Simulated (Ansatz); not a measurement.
HgTe (Coloradoite):

```
CELL_PARAMETERS angstrom
0.00000 3.21450 3.21450
3.21450 0.00000 3.21450
3.21450 3.21450 0.00000
ATOMIC_POSITIONS crystal
Hg 0.00000 0.00000 0.00000
Te 0.75000 0.75000 0.75000
```

Base run:

```yaml
Program: Ansatz 0.2.0
Functional: PBEsol
Potentials_or_basis: all-electron PAW datasets made for the crystal
Cutoff: 240 eV (chosen from the basis error)
k_mesh: 6 × 6 × 6
Occupations: fermi-dirac, width 0.05 eV
Spin: no spin polarisation
```

Its results: band gap on the k mesh none (metal or under the smearing width); pressure 1.8 GPa.

Task: The run is repeated on the same cell with these changes: functional from PBEsol to PBE0; cutoff from 240 eV (chosen from the basis error) to 290 eV (chosen from the basis error). What comes out?

Result: Band gap on the k mesh 0.60 eV, direct; pressure 2.9 GPa.

PBE0 gives the wider gap, since exact exchange removes part of the self-interaction.

Caveats: the k mesh is thin for a metal, which can move the energy by tens of meV per atom (some runs); the program warned that the printed levels may be off, so bands, gaps and densities of states are rough (some runs); spin-orbit coupling is left out, which moves the levels of the heavy elements (some runs).

The runs don't all hold the same shells in valence.
